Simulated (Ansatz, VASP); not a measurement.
**Ni in VASP and in Ansatz**

```
Ni
1.0
     0.00000    1.75990    1.75990
     1.75990    0.00000    1.75990
     1.75990    1.75990    0.00000
Ni
1
Direct
  0.00000 0.00000 0.00000
```

Alike in both runs: functional PBE; k mesh 20 × 20 × 20; occupations gaussian, width 0.2 eV; collinear spin.

Ansatz relaxed the structure, and its values are those at the end. VASP's run is a single point on that final structure, the one shown.

```csv
,VASP,Ansatz
version,VASP 6.6.1,Ansatz 0.2.0
potentials or method,"VASP PAW PBE potentials, release 64 (Ni)","scalar-relativistic, plane waves, PAW"
plane-wave cutoff (eV),520,420
valence electrons in the cell,10,18
```

```csv
,VASP,Ansatz,Ansatz less VASP
gap on the k mesh at the Fermi level (eV),none,none,-
pressure (GPa),-0.1,0.0,+0.08
net moment per atom (μB),0.62,0.63,+0.011
size of the moment on the site where the two differ most (μB),0.64,0.67,+0.038
```

Site moments also hang on the region over which each program counts them. A gap of «none» marks a metal or a gap that the smearing closes. The functional is the same, so the differences come from potentials, cutoffs and numerics. The two sets of potentials don't hold the same shells in valence.
